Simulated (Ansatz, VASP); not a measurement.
# One calculation of BaHfO3, two programs

Contents of POSCAR:

```
BaHfO3
1.0
    4.1770517732      0.0962810434      0.0000000000
    0.0962810434      4.1770517732      0.0000000000
    0.0000000000      0.0000000000      4.1770487591
Ba Hf O
1 1 3
Direct
    0.5000000000      0.5000000000      0.9980043580
    0.0000000000      0.0000000000      0.4980043580
    0.0000000000      0.5000000000      0.4980043580
    0.5000000000      0.0000000000      0.4980043580
    0.0000000000      0.0000000000      0.9980043580
```

File INCAR.step1:

```
PREC = Accurate
ENCUT = 520
ISMEAR = 0
SIGMA = 0.01
LREAL = F
LASPH = T
NELM = 60
NBANDS = 27
GGA = PE
ALGO = Normal
EDIFF = 1E-4
LWAVE = T
LCHARG = F
```

File INCAR.step2:

```
PREC = Accurate
ENCUT = 520
EDIFF = 1E-6
ISMEAR = 0
SIGMA = 0.01
LREAL = F
LASPH = T
NELM = 60
ALGO = Normal
ISIF = 2
LWAVE = F
LCHARG = F
METAGGA = R2SCAN
LMIXTAU = T
NBANDS = 27
ISTART = 1
```

The input KPOINTS:

```
Automatic mesh
0
Gamma
  6 6 6
```

Input for Ansatz:

```yaml
crystal:
  lattice:
    - [4.1770517732, 0.0962810434, 0.0]
    - [0.0962810434, 4.1770517732, 0.0]
    - [0.0, 0.0, 4.1770487591]
  atoms:
    - { symbol: Ba, position: [0.5, 0.5, 0.998004358] }
    - { symbol: Hf, position: [0.0, 0.0, 0.498004358] }
    - { symbol: O, position: [0.0, 0.5, 0.498004358] }
    - { symbol: O, position: [0.5, 0.0, 0.498004358] }
    - { symbol: O, position: [0.0, 0.0, 0.998004358] }
kpoints:
  mp_grid: { grid: [6, 6, 6] }
  band_path:
    path:
      - [0.0, 0.0, 0.0]
      - [0.0, 0.5000001203, 0.0]
      - [0.5000001203, 0.5000001203, 0.0]
      - [0.5000001203, 0.5000001203, 0.4999997595]
    npoints: 1
hamiltonian:
  xc: r2scan
scf:
  occupations: { method: fixed }
  n_extra_bands: 5
output:
  forces: true
  stress: true
  eigenvalues: true
  write_density: true
  write_potential: true
  elf: true
  volumetric_format: npy
```

Change from the starting cell: shear_xy strain +4.6%.

Alike in both runs: task single point; functional r2SCAN; k mesh 6 × 6 × 6; no spin polarisation.

|  | VASP | Ansatz |
| --- | --- | --- |
| version | VASP 6.6.1 | Ansatz 0.2.0 |
| potentials or method | VASP PAW PBE potentials, release 64 (Ba_sv, Hf_pv, O) | plane waves, PAW |
| plane-wave cutoff (eV) | 520 | 500 |
| occupations | gaussian, width 0.01 eV | fixed |
| valence electrons in the cell | 38 | 54 |

|  | VASP | Ansatz | Ansatz less VASP |
| --- | --- | --- | --- |
| gap on the k mesh at the Fermi level (eV) | 3.88 | 3.96 | +0.081 |
| pressure (GPa) | -0.6 | 0.1 | +0.73 |
| largest component of the traceless stress (GPa) | 4.79 | 4.59 | -0.205 |

The two sets of potentials don't hold the same shells in valence.

Caveats: the PAW data sets were made with another functional, which shifts forces and pressure a little (VASP); spin-orbit coupling is left out, which moves the levels of the heavy elements. A k mesh can miss the band edges.
